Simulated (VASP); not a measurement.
# Cs in VASP: further runs, part 2 of 2

VASP 6.6.1. The steps go on from the part before.

**3. Work function, PBE**

Contents of INCAR:

```
  PREC = Accurate
  ENCUT = 520
  EDIFF = 1E-6
  ISMEAR = -1
  SIGMA = 0.05
  LREAL = False
  LASPH = True
  NELM = 100
  ALGO = Normal
  ISIF = 2
  LWAVE = False
  LCHARG = False
  LDIPOL = True
  IDIPOL = 3
  DIPOL = 0.5 0.5 0.500
  GGA = PE
  EFIELD = -0.1
  LVHAR = True
  LVACPOTAV = True
```

Contents of KPOINTS:

```
regular mesh
0
Gamma
  5 4 1
```

Contents of POSCAR:

```
Cs
1.0
    5.5837899523      0.0000000000      0.0000000000
    0.0000000000      7.8966714800      0.0000000000
    0.0000000000      0.0000000000     23.3756849285
Cs
4
Direct
    0.5000000000      0.5000000000      0.3208462136
    0.0000000000      0.0000000000      0.4402820712
    0.5000000000      0.5000000000      0.5597179288
    0.0000000000      0.0000000000      0.6791537864
```

Potentials or basis: VASP PAW PBE potentials, release 64 (Cs_sv).

Launch:

```
> cat potpaw_PBE.64/Cs_sv/POTCAR > POTCAR
> mpirun -np 1 vasp_std > vasp.out
```

OUTCAR:

```text
PREC = Accurate
   ENCUT = 520
   EDIFF = 1E-6
   ISMEAR = -1
   LREAL = False
   LASPH = True
   NELM = 100
   ISIF = 2
   GGA = PE

 ion  position               nearest neighbor table
   1  0.500  0.500  0.321-
   2  0.000  0.000  0.440-
   3  0.500  0.500  0.560-
   4  0.000  0.000  0.679-

  LATTYP: Found a simple orthorhombic cell.
 ALAT       =     5.5837899523
 B/A-ratio  =     1.4142135624
 C/A-ratio  =     4.1863474680

  Lattice vectors:

 A1 = (   5.5837899523,   0.0000000000,   0.0000000000)
 A2 = (   0.0000000000,   7.8966714800,   0.0000000000)
 A3 = (   0.0000000000,   0.0000000000,  23.3756849285)

Analysis of symmetry for initial positions (statically):
=====================================================================
 Subroutine PRICEL returns:
[... 157 lines left out ...]
  ext. energy  EPLUGINS =         0.00000000
  ---------------------------------------------------
  free energy    TOTEN  =        -3.02547605 eV

  energy without entropy =       -2.96712001  energy(sigma->0) =       -2.99629803

 E-fermi :  -0.8153     XC(G=0):  -3.0794

 val. band max:       -0.8162810393   @ k =   0.0000   0.2500   0.0000
 cond. band min:      -0.7975149890   @ k =   0.4000   0.5000   0.0000
 fundamental gap:      0.0187660503
 Fermi energy:        -0.8153084762

 k-point     1 :       0.0000    0.0000    0.0000
  band No.  band energies     occupation
      1     -25.0330      2.00000
      2     -25.0077      2.00000
      3     -24.7640      2.00000
      4     -24.7579      2.00000
      5     -11.8450      2.00000
      6     -11.8357      2.00000
[... 214 lines left out ...]
     21       0.0107      0.00000
     22       0.0143      0.00000

------------------------ aborting loop because EDIFF is reached ----------------------------------------

  FORCE on cell =-STRESS in cart. coord.  units (eV):
  Direction    XX          YY          ZZ          XY          YZ          ZX
  --------------------------------------------------------------------------------------
  -------------------------------------------------------------------------------------
  Total       -0.4765163     -0.5957254     -0.2877074      0.0000000      0.0000000      0.0000000
  in kB       -0.7407145     -0.9260175     -0.4472231      0.0000000      0.0000000      0.0000000
  external PRESSURE =      -0.7046517 kB  Pullay stress =       0.0000000 kB

 VOLUME and BASIS-vectors are now :
 -----------------------------------------------------------------------------
  energy-cutoff  :      520.00
  volume of cell :     1030.71
      direct lattice vectors                 reciprocal lattice vectors
     5.583789952  0.000000000  0.000000000     0.179089831  0.000000000  0.000000000
     0.000000000  7.896671480  0.000000000     0.000000000  0.126635634  0.000000000
     0.000000000  0.000000000 23.375684929     0.000000000  0.000000000  0.042779495

 POSITION                                       TOTAL-FORCE (eV/Angst)
 -----------------------------------------------------------------------------------
      2.79189      3.94834      7.50000         0.000000      0.000000      0.028553
      0.00000      0.00000     10.29189         0.000000      0.000000      0.002464
      2.79189      3.94834     13.08379         0.000000      0.000000     -0.003683
      0.00000      0.00000     15.87568         0.000000      0.000000     -0.027333
 -----------------------------------------------------------------------------------
    total drift:                                0.000000     -0.000000     -0.000340

  FREE ENERGIE OF THE ION-ELECTRON SYSTEM (eV)
  ---------------------------------------------------
  free  energy   TOTEN  =        -3.0254760452 eV

  energy  without entropy=       -2.9671200144  energy(sigma->0) =       -2.99629803
```

OSZICAR:

```text
N       E                     dE             d eps       ncg     rms          rms(c)
DAV:   1     0.304901266032E+03    0.30490E+03   -0.10493E+04   460   0.106E+03
DAV:   2     0.655536237098E+02   -0.23935E+03   -0.23708E+03   628   0.186E+02
DAV:   3     0.641865024550E-01   -0.65489E+02   -0.65327E+02   474   0.954E+01
[... 13 lines left out ...]
DAV:  17    -0.302543282846E+01   -0.72651E-04   -0.33561E-05   420   0.133E-02    0.211E-03
DAV:  18    -0.302546983877E+01   -0.37010E-04   -0.24667E-05   288   0.114E-02    0.853E-04
DAV:  19    -0.302547332959E+01   -0.34908E-05   -0.37542E-06   354   0.537E-03    0.835E-04
DAV:  20    -0.302547557156E+01   -0.22420E-05   -0.10768E-06   306   0.301E-03    0.488E-04
DAV:  21    -0.302547604523E+01   -0.47367E-06   -0.28681E-07   342   0.143E-03
   1 F= -.30254760E+01 E0= -.29962980E+01  d E =-.583560E-01
```

stdout:

```text
POSCAR found type information on POSCAR Cs
 POSCAR found :  1 types and       4 ions
 scaLAPACK will be used
 LDA part: xc-table for (Slater+PW92), standard interpolation
 POSCAR, INCAR and KPOINTS ok, starting setup
 FFT: planning ... GRIDC
[... 27 lines left out ...]
|           W    W  A    A  R    R  N    N  II  N    N   GGGG   !!!           |
|                                                                             |
|     Did not find any points to average over, which means that no vacuum     |
|     field-free region was found. Please increase the size of  your cell     |
|     in the dimension of the dipole correction to obtain accurate            |
|     workfunction values.                                                    |
|                                                                             |
 -----------------------------------------------------------------------------
```

Wall time 5 min (1 thread of Intel Xeon Platinum 8559C (Emerald Rapids), shared host); peak memory 0.91 GiB.

What came out:

```yaml
Free_energy: -3.0255 eV
Largest_force: 0.029 eV/Å
Band_gap_on_the_k_mesh: none (metal or under the smearing width)
```

Forces on the atoms (eV/Å):
```
Cs   0.000  0.000  0.029
Cs   0.000  0.000  0.002
Cs   0.000  0.000 -0.004
Cs   0.000  0.000 -0.027
```

Levels at points of the mesh, in eV from the Fermi level:
| k point | band 16 | band 17 | band 18 | band 19 | band 20 | band 21 |
| --- | --- | --- | --- | --- | --- | --- |
| (0.00, 0.00, 0.00) | -10.71 | -1.44 | -0.85 | -0.04 | 0.49 | 0.69 |
| (0.00, 0.50, 0.00) | -10.72 | -0.72 | -0.72 | -0.29 | -0.27 | 0.63 |

Spin-orbit coupling is left out, which matters for the levels of Cs.

**4. Work function, PBE**

INCAR, as its differences from that of step 3:

```diff
@@ -16,3 +16,3 @@
   GGA = PE
-  EFIELD = -0.1
+  EFIELD = 0
   LVHAR = True
```

KPOINTS is that of step 3.

POSCAR is that of step 3.

Potentials or basis: VASP PAW PBE potentials, release 64 (Cs_sv).

Launch:

```
> cat potpaw_PBE.64/Cs_sv/POTCAR > POTCAR
> mpirun -np 1 vasp_std > vasp.out
```

OUTCAR:

```text
PREC = Accurate
   ENCUT = 520
   EDIFF = 1E-6
   ISMEAR = -1
   LREAL = False
   LASPH = True
   NELM = 100
   ISIF = 2
   GGA = PE

 ion  position               nearest neighbor table
   1  0.500  0.500  0.321-
   2  0.000  0.000  0.440-
   3  0.500  0.500  0.560-
   4  0.000  0.000  0.679-

  LATTYP: Found a simple orthorhombic cell.
 ALAT       =     5.5837899523
 B/A-ratio  =     1.4142135624
 C/A-ratio  =     4.1863474680

  Lattice vectors:

 A1 = (   5.5837899523,   0.0000000000,   0.0000000000)
 A2 = (   0.0000000000,   7.8966714800,   0.0000000000)
 A3 = (   0.0000000000,   0.0000000000,  23.3756849285)

Analysis of symmetry for initial positions (statically):
=====================================================================
 Subroutine PRICEL returns:
 Original cell was already a primitive cell.

 Routine SETGRP: Setting up the symmetry group for a
 simple orthorhombic supercell.

 Subroutine GETGRP returns: Found  8 space group operations
 (whereof  4 operations were pure point group operations)
 out of a pool of  8 trial point group operations.

The static configuration has the point symmetry C_2v.
 The point group associated with its full space group is D_2h.

Analysis of symmetry for dynamics (positions and initial velocities):
=====================================================================
 Subroutine PRICEL returns:
 Original cell was already a primitive cell.

 Routine SETGRP: Setting up the symmetry group for a
 simple orthorhombic supercell.

 Subroutine GETGRP returns: Found  8 space group operations
 (whereof  4 operations were pure point group operations)
 out of a pool of  8 trial point group operations.

The dynamic configuration has the point symmetry C_2v.
 The point group associated with its full space group is D_2h.

 Subroutine INISYM returns: Found  8 space group operations
 (whereof  4 operations are pure point group operations),
 and found     1 'primitive' translations

----------------------------------------------------------------------------------------

                                     Primitive cell

  volume of cell :    1030.7124

  direct lattice vectors                    reciprocal lattice vectors
     5.583789952  0.000000000  0.000000000     0.179089831  0.000000000  0.000000000
     0.000000000  7.896671480  0.000000000     0.000000000  0.126635634  0.000000000
     0.000000000  0.000000000 23.375684929     0.000000000  0.000000000  0.042779495

  length of vectors
     5.583789952  7.896671480 23.375684929     0.179089831  0.126635634  0.042779495

  position of ions in fractional coordinates (direct lattice)
     0.500000000  0.500000000  0.320846214
     0.000000000  0.000000000  0.440282071
     0.500000000  0.500000000  0.559717929
     0.000000000  0.000000000  0.679153786

  ion indices of the primitive-cell ions
   primitive index   ion index
                 1           1
                 2           2
                 3           3
                 4           4

----------------------------------------------------------------------------------------

[... 27 lines left out ...]
  0.200000  0.000000  0.000000      2.000000
  0.400000  0.000000  0.000000      2.000000
  0.000000  0.250000  0.000000      2.000000
  0.200000  0.250000  0.000000      4.000000
  0.400000  0.250000  0.000000      4.000000
  0.000000  0.500000  0.000000      1.000000
  0.200000  0.500000  0.000000      2.000000
  0.400000  0.500000  0.000000      2.000000
   k-points           NKPTS =      9   k-points in BZ     NKDIM =      9   number of bands    NBANDS=     22
   number of dos      NEDOS =    301   number of ions     NIONS =      4
   total plane-waves  NPLWV = 453600
   dimension x,y,z NGX =    42 NGY =   60 NGZ =  180
   dimension x,y,z NGXF=    84 NGYF=  120 NGZF=  360
   ions per type =               4
   NGX,Y,Z   is equivalent  to a cutoff of  12.50, 12.63, 12.80 a.u.
   NGXF,Y,Z  is equivalent  to a cutoff of  25.01, 25.26, 25.60 a.u.
 SYSTEM =  unknown system
   PREC   = accura    normal or accurate (medium, high low for compatibility)
   ISTART =      0    job   : 0-new  1-cont  2-samecut
   ICHARG =      2    charge: 1-file 2-atom 10-const
   ISPIN  =      1    spin polarized calculation?
   LNONCOLLINEAR =      F non collinear calculations
   LSORBIT =      F    spin-orbit coupling
   LASPH  =      T    aspherical Exc in radial PAW
   ENCUT  =  520.0 eV  38.22 Ry    6.18 a.u.  10.38 14.68 43.46*2*pi/ulx,y,z
   NELM   =    100;   NELMIN=  2; NELMDL= -5     # of ELM steps
   EDIFF  = 0.1E-05   stopping-criterion for ELM
   LREAL  =      F    real-space projection
   EDIFFG = 0.1E-04   stopping-criterion for IOM
   NSW    =      0    number of steps for IOM
   IBRION =     -1    ionic relax: 0-MD 1-quasi-New 2-CG
   NFREE  =      0    steps in history (QN), initial steepest desc. (CG)
   ISIF   =      2    stress and relaxation
   ISYM   =      2    0-nonsym 1-usesym 2-fastsym
   POTIM  = 0.5000    time-step for ionic-motion
   TEBEG  =    0.0;   TEEND  =   0.0 temperature during run
   PSTRESS=    0.0 pullay stress
   NELECT =      36.0000    total number of electrons
   NUPDOWN=      -1.0000    fix difference up-down
   EMIN   =  10.00;   EMAX   =-10.00  energy-range for DOS
   EFERMI =   0.00;   METHOD = LEGACY
   ISMEAR =    -1;   SIGMA  =   0.05  broadening in eV -4-tet -1-fermi 0-gaus
   EFERMI_NEDOS =   21; number of points for ismear=-14 and -15
   IALGO  =     38    algorithm
   IMIX   =      4    mixing-type and parameters
     AMIX     =   0.40;   BMIX     =  1.00
     AMIX_MAG =   1.60;   BMIX_MAG =  1.00
  volume/ion in A,a.u.               =     257.68      1738.90
  Fermi-wavevector in a.u.,A,eV,Ry     =   0.535135  1.011258  3.896290  0.286369
  Thomas-Fermi vector in A             =   1.559859
   LORBIT       =      0    0 simple, 1 ext, 2 COOP (PROOUT), +10 PAW based schemes
   GGA     = PE    functional components
   LHFCALC =     F    Hartree Fock is set to
   AEXX    =    0.0000 exact exchange contribution
   IVDW    =     0    specifies the selected vdW correction
   LEPSILON=     F    determine dielectric tensor
   LRPA    =     F    only Hartree local field effects (RPA)
 non-spin polarized calculation
  energy-cutoff  :      520.00
  volume of cell :     1030.71
 maximum number of plane-waves:     27834
 NGX is ok and might be reduce to    42
   NGX = 21   NGY = 29   NGZ = 87

 dipolmoment           0.000000      0.000000     -0.000000 electrons x Angstroem

 number of electron      35.9999996 magnetization

 dipolmoment           0.000000      0.000000      0.000000 electrons x Angstroem

 Free energy of the ion-electron system (eV)
  ---------------------------------------------------
  ext. energy  EPLUGINS =         0.00000000
  ---------------------------------------------------
  free energy    TOTEN  =        -3.00874120 eV

  energy without entropy =       -2.95037592  energy(sigma->0) =       -2.97955856

 E-fermi :  -0.8087     XC(G=0):  -3.0768

 val. band max:       -0.8250990539   @ k =   0.4000   0.0000   0.0000
 cond. band min:      -0.8087017668   @ k =   0.0000   0.2500   0.0000
 fundamental gap:      0.0163972871
 Fermi energy:        -0.8087116192

 k-point     1 :       0.0000    0.0000    0.0000
  band No.  band energies     occupation
      1     -25.0140      2.00000
      2     -25.0140      2.00000
      3     -24.7556      2.00000
      4     -24.7528      2.00000
      5     -11.8290      2.00000
      6     -11.8272      2.00000
[... 214 lines left out ...]
     21       0.0192      0.00000
     22       0.0192      0.00000

------------------------ aborting loop because EDIFF is reached ----------------------------------------

  FORCE on cell =-STRESS in cart. coord.  units (eV):
  Direction    XX          YY          ZZ          XY          YZ          ZX
  --------------------------------------------------------------------------------------
  -------------------------------------------------------------------------------------
  Total       -0.4818935     -0.6007240     -0.2759356      0.0000000      0.0000000      0.0000000
  in kB       -0.7490730     -0.9337875     -0.4289244      0.0000000      0.0000000      0.0000000
  external PRESSURE =      -0.7039283 kB  Pullay stress =       0.0000000 kB

 VOLUME and BASIS-vectors are now :
 -----------------------------------------------------------------------------
  energy-cutoff  :      520.00
  volume of cell :     1030.71
      direct lattice vectors                 reciprocal lattice vectors
     5.583789952  0.000000000  0.000000000     0.179089831  0.000000000  0.000000000
     0.000000000  7.896671480  0.000000000     0.000000000  0.126635634  0.000000000
     0.000000000  0.000000000 23.375684929     0.000000000  0.000000000  0.042779495

 POSITION                                       TOTAL-FORCE (eV/Angst)
 -----------------------------------------------------------------------------------
      2.79189      3.94834      7.50000         0.000000      0.000000      0.029610
      0.00000      0.00000     10.29189         0.000000      0.000000      0.002768
      2.79189      3.94834     13.08379         0.000000      0.000000     -0.002768
      0.00000      0.00000     15.87568         0.000000      0.000000     -0.029610
 -----------------------------------------------------------------------------------
    total drift:                                0.000000     -0.000000      0.000000

  FREE ENERGIE OF THE ION-ELECTRON SYSTEM (eV)
  ---------------------------------------------------
  free  energy   TOTEN  =        -3.0087412000 eV

  energy  without entropy=       -2.9503759191  energy(sigma->0) =       -2.97955856

 vacuum level on the upper side and lower side of the slab         1.113         1.113
```

OSZICAR:

```text
N       E                     dE             d eps       ncg     rms          rms(c)
DAV:   1     0.305408621996E+03    0.30541E+03   -0.10491E+04   460   0.106E+03
DAV:   2     0.632864569721E+02   -0.24212E+03   -0.23956E+03   652   0.186E+02
DAV:   3    -0.123996173397E+00   -0.63410E+02   -0.63306E+02   494   0.936E+01
[... 12 lines left out ...]
DAV:  16    -0.300871387944E+01   -0.89032E-04   -0.41936E-05   352   0.173E-02    0.139E-03
DAV:  17    -0.300873710537E+01   -0.23226E-04   -0.15223E-05   300   0.102E-02    0.108E-03
DAV:  18    -0.300874000896E+01   -0.29036E-05   -0.30783E-06   312   0.577E-03    0.464E-04
DAV:  19    -0.300874103866E+01   -0.10297E-05   -0.10636E-06   324   0.365E-03    0.250E-04
DAV:  20    -0.300874120002E+01   -0.16136E-06   -0.10216E-07   306   0.124E-03
   1 F= -.30087412E+01 E0= -.29795586E+01  d E =-.583653E-01
```

stdout:

```text
POSCAR found type information on POSCAR Cs
 POSCAR found :  1 types and       4 ions
 scaLAPACK will be used
 LDA part: xc-table for (Slater+PW92), standard interpolation
 POSCAR, INCAR and KPOINTS ok, starting setup
 FFT: planning ... GRIDC
 FFT: planning ... GRID_SOFT
 FFT: planning ... GRID
 WAVECAR not read
 entering main loop
 -----------------------------------------------------------------------------
|                                                                             |
|           W    W    AA    RRRRR   N    N  II  N    N   GGGG   !!!           |
|           W    W   A  A   R    R  NN   N  II  NN   N  G    G  !!!           |
|           W    W  A    A  R    R  N N  N  II  N N  N  G       !!!           |
|           W WW W  AAAAAA  RRRRR   N  N N  II  N  N N  G  GGG   !            |
|           WW  WW  A    A  R   R   N   NN  II  N   NN  G    G                |
|           W    W  A    A  R    R  N    N  II  N    N   GGGG   !!!           |
|                                                                             |
|     Did not find any points to average over, which means that no vacuum     |
|     field-free region was found. Please increase the size of  your cell     |
|     in the dimension of the dipole correction to obtain accurate            |
|     workfunction values.                                                    |
|                                                                             |
 -----------------------------------------------------------------------------
```

It took 4.6 min on 1 thread of Intel Xeon Platinum 8559C (Emerald Rapids), shared host; peak memory 0.86 GiB.

What came out:

| Item | Value |
| --- | --- |
| Free energy | -3.0087 eV |
| Largest force | 0.030 eV/Å |
| Band gap on the k mesh | none (metal or under the smearing width) |
| Work function of the upper face | 1.92 eV |
| Work function of the lower face | 1.92 eV |

Forces on the atoms (eV/Å):
```
Cs   0.000  0.000  0.030
Cs   0.000  0.000  0.003
Cs   0.000  0.000 -0.003
Cs   0.000  0.000 -0.030
```

Spin-orbit coupling is left out, which matters for the levels of Cs.
